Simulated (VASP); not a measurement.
Here is a VASP 6.6.1 calculation.

INCAR

```
PREC = Accurate
ENCUT = 600
EDIFF = 1E-7
ISMEAR = 0
SIGMA = 0.03
LREAL = False
LASPH = True
NELM = 80
ALGO = Normal
ISIF = 3
LWAVE = False
LCHARG = False
GGA = PE
IBRION = 2
NSW = 90
EDIFFG = -0.005
KPAR = 2
```

File KPOINTS:

```
Automatic mesh
0
Gamma
  8 8 8
```

File POSCAR:

```
SrTiO3                                  
1.0
    3.9402048289     -0.0000000000     -0.0000000000
    0.0000000000      3.9402048289      0.0000000000
    0.0000000000      0.0000000000      3.9402048289
  Sr              Ti              O             
     1     1     3
Direct
     0.5000000000000000    0.5000000000000000    0.5000000000000000
     0.0000000000000000    0.0000000000000000    0.0000000000000000
     0.5000000000000000    0.0000000000000000    0.0000000000000000
     0.0000000000000000    0.5000000000000000    0.0000000000000000
     0.0000000000000000    0.0000000000000000    0.5000000000000000
```

Potentials or basis: VASP PAW PBE potentials, release 64 (Sr_sv, Ti_sv, O).

Run with:

```console
$ cat potpaw_PBE.64/Sr_sv/POTCAR potpaw_PBE.64/Ti_sv/POTCAR potpaw_PBE.64/O/POTCAR > POTCAR
$ mpirun -np 2 vasp_std > vasp.out
```

Q: Predict the band gap on the k mesh.

A: 1.81 eV, indirect (least direct gap 2.18 eV).

Final structure:
```yaml
crystal:
  lattice:
    - [3.94020, 0.00000, 0.00000]
    - [0.00000, 3.94020, 0.00000]
    - [0.00000, 0.00000, 3.94020]
  atoms:
    - { symbol: Sr, position: [0.50000, 0.50000, 0.50000] }
    - { symbol: Ti, position: [0.00000, 0.00000, 0.00000] }
    - { symbol: O, position: [0.50000, 0.00000, 0.00000] }
    - { symbol: O, position: [0.00000, 0.50000, 0.00000] }
    - { symbol: O, position: [0.00000, 0.00000, 0.50000] }
```

Caveat: the relaxation stopped at its first step, so nothing moved. A k mesh can miss the band edges.
